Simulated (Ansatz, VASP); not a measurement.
One calculation of Ba, two programs

```xyz
1
Lattice="-2.3789 2.3789 2.3789 2.3789 -2.3789 2.3789 2.3789 2.3789 -2.3789" Properties=species:S:1:pos:R:3 pbc="T T T"
Ba    0.0000    0.0000    0.0000
```

Alike in both runs: task single point; functional LDA; k mesh 9 × 9 × 9; occupations methfessel-paxton of order 1, width 0.6 eV; no spin polarisation.

```csv
,VASP,Ansatz
version,VASP 6.6.1,Ansatz 0.2.0
potentials or method,"VASP PAW LDA potentials, release 64 (Ba_sv)","plane waves (420 eV) with PAW, scalar-relativistic"
plane-wave cutoff (eV),520,420
valence electrons in the cell,10,10
```

```csv
,VASP,Ansatz,Ansatz less VASP
pressure (GPa),0.0,-0.1,-0.09
```

Ansatz warned: «pseudo_functional_mismatch».

The runs have no spin-orbit coupling, so splittings on Ba are missing.
